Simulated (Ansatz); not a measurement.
Crystal: Ta.

```xyz
2
Lattice="2.9004 0.0000 0.0000 -1.4502 2.5118 0.0000 0.0000 0.0000 5.1663" Properties=species:S:1:pos:R:3 pbc="T T T"
Ta    0.0000    1.6745    1.2916
Ta    1.4502    0.8373    3.8747
```

This isn't the form of Ta at room conditions, which is bcc.

| Item | Value |
| --- | --- |
| Program | Ansatz 0.2.0 |
| Task | relaxation of cell and atoms |
| Functional | BLYP |
| Dispersion | D3(BJ) |
| Potentials or basis | Ansatz PAW |
| Cutoff | 420 eV (not typed: the program's choice for these potentials) |
| k mesh | 11 × 11 × 5 |
| Occupations | fermi-dirac, width 0.05 eV |
| Spin | no spin polarisation |

At the start: volume 18.82 Å³/atom.

Problem. How do energy, volume and symmetry change on relaxing?

Solution. It ends after 6 steps and the volume is 17.94 Å³/atom (-4.7 %); space group P6_3/mmc (No. 194, to 0.05 Å).

The path:
```csv
step,energy change (eV),largest force (eV/Å),volume (Å³)
1,0.0000,0.0000,37.64
2,-0.0512,0.0000,36.13
3,-0.0524,0.0000,35.89
4,-0.0520,0.0000,35.89
5,-0.0520,0.0000,35.88
6,-0.0520,0.0000,35.88
```

Final structure:
```
CELL_PARAMETERS angstrom
2.85054 0.00000 0.00000
-1.42527 2.46864 0.00000
0.00000 0.00000 5.09947
ATOMIC_POSITIONS crystal
Ta 0.33333 0.66667 0.25000
Ta 0.66667 0.33333 0.75000
```

Caveat: the plane-wave basis is chosen anew once the cell has moved, so the energies of steps on either side of that aren't comparable; pairwise dispersion overbinds metals, which lowers pressure and volume; the PAW data sets come from PBE, with cores solved anew for the run's functional, which leaves a small shift of forces and pressure.
